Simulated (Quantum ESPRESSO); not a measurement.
Here is a Quantum ESPRESSO 7.5 calculation.

File pw.in:

```
&CONTROL
  calculation = 'scf'
  prefix = 'pwscf'
  outdir = './tmp'
  pseudo_dir = './pseudo'
  tprnfor = .true.
  tstress = .true.
  disk_io = 'low'
/
&SYSTEM
  ibrav = 0
  celldm(1) = 8
  nat = 4
  ntyp = 2
  ecutwfc = 56
  ecutrho = 448
  nbnd = 36
  occupations = 'smearing'
  smearing = 'fd'
  degauss = 0.00367493
/
&ELECTRONS
  conv_thr = 8d-10
  electron_maxstep = 120
  mixing_beta = 0.5
/
ATOMIC_SPECIES
Zn    65.3800 zn_pbesol_v1.uspp.F.UPF
O     15.9990 o_pbesol_v1.2.uspp.F.UPF
CELL_PARAMETERS alat
  0.7675377768194   0.0000000000000   0.0000000000000
 -0.3837688884097   0.6647072130851   0.0000000000000
  0.0000000000000   0.0000000000000   1.2296705368124
ATOMIC_POSITIONS crystal
Zn     0.6666666667    0.3333333333    0.0000000000
Zn     0.3333333333    0.6666666667    0.5000000000
O      0.3333333333    0.6666666667    0.8790100000
O      0.6666666667    0.3333333333    0.3790100000
K_POINTS automatic
9 9 5 0 0 0
```

File pp_density.in:

```
&INPUTPP
  prefix = 'pwscf'
  outdir = './tmp'
  filplot = 'density.dat'
  plot_num = 0
/
&PLOT
  nfile = 1
  filepp(1) = 'density.dat'
  iflag = 3
  output_format = 6
  fileout = 'density.cube'
/
```

Contents of pp_potential.in:

```
&INPUTPP
  prefix = 'pwscf'
  outdir = './tmp'
  filplot = 'potential.dat'
  plot_num = 11
/
&PLOT
  nfile = 1
  filepp(1) = 'potential.dat'
  iflag = 3
  output_format = 6
  fileout = 'potential.cube'
/
```

Potentials or basis: GBRV 1.5 PBEsol.

Command:

```sh
$ OMP_NUM_THREADS=1 mpirun -n 2 pw.x -nk 2 -in pw.in > pw.out
$ OMP_NUM_THREADS=1 mpirun -n 1 pp.x -in pp_density.in > pp_density.out
$ OMP_NUM_THREADS=1 mpirun -n 1 pp.x -in pp_potential.in > pp_potential.out
```

**Question.** Predict the pressure.

**Answer.** -0.9 GPa.

**Question.** Estimate the band gap on the k mesh.

**Answer.** 0.72 eV, direct.

Forces in eV/Å, atoms in the order of the input:
```
Zn   0.000  0.000 -0.065
Zn   0.000  0.000 -0.065
O    0.000  0.000  0.065
O    0.000  0.000  0.065
```

**What was measured.**

“Electronic structure of alkaline earth and post-transition metal oxides”, 2009, arxiv:0908.1581 quotes, for a bulk crystal of ZnO: band gap 3.37 eV.

A measured gap of ZnO is 3.37 eV (quoted in “Electronic structure of alkaline earth and post-transition metal oxides”, 2009, arxiv:0908.1581); the calculated 0.72 eV misses it by -2.65 eV. So large a miss can be the level of theory's own, or it may mean another phase, state or a wrong row. The value is that of PBEsol, without temperature or zero-point motion. Semilocal functionals fall short of measured gaps as a rule.
